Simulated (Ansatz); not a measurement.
Crystal: Na, diamond type, 2 atoms in the cell.

The calculation used Ansatz 0.2.0 development build, PBE, plane waves, PAW datasets (generated soft set 1).

Cutoff 420 eV; k-mesh 25×25×25 Γ-centred; Fermi–Dirac smearing of 0.0612 eV; no spin polarisation.

The fit to the energies gives V₀ = 54.530 Å³/atom (a₀ = 7.584 Å), B₀ = 2.9 GPa, B₀′ = 3.44.

**Question.** What pressure does the program print at V = 52.251 Å³/atom, and how far above the lowest computed point (V = 54.429 Å³/atom) does the energy lie?

**Answer.** 0.13 GPa and 0.91 meV/atom. All points:

```json
{"V (Å³/atom)": "51.163", "a (Å)": "7.4247", "E − E(min) (meV/atom)": "2.05", "P (GPa)": "0.21"}
{"V (Å³/atom)": "52.251", "a (Å)": "7.4770", "E − E(min) (meV/atom)": "0.91", "P (GPa)": "0.13"}
{"V (Å³/atom)": "53.340", "a (Å)": "7.5286", "E − E(min) (meV/atom)": "0.24", "P (GPa)": "0.07"}
{"V (Å³/atom)": "54.429", "a (Å)": "7.5795", "E − E(min) (meV/atom)": "0.00", "P (GPa)": "0.01"}
{"V (Å³/atom)": "55.517", "a (Å)": "7.6297", "E − E(min) (meV/atom)": "0.15", "P (GPa)": "-0.05"}
{"V (Å³/atom)": "56.606", "a (Å)": "7.6792", "E − E(min) (meV/atom)": "0.67", "P (GPa)": "-0.10"}
{"V (Å³/atom)": "57.694", "a (Å)": "7.7281", "E − E(min) (meV/atom)": "1.52", "P (GPa)": "-0.15"}
```

The published all-electron PBE values for this crystal (mean of FLEUR and WIEN2k, k-spacing 0.06 Å⁻¹; Bosoni et al., Nat. Rev. Phys. 6, 45 (2024)) are V₀ = 54.572 Å³/atom, B₀ = 2.9 GPa, B₀′ = 3.45.

The stress includes the program's correction for the finite plane-wave basis.

This cubic structure is a model: it isn't the usual form of the substance at ambient conditions, and such phases are metastable or hypothetical.
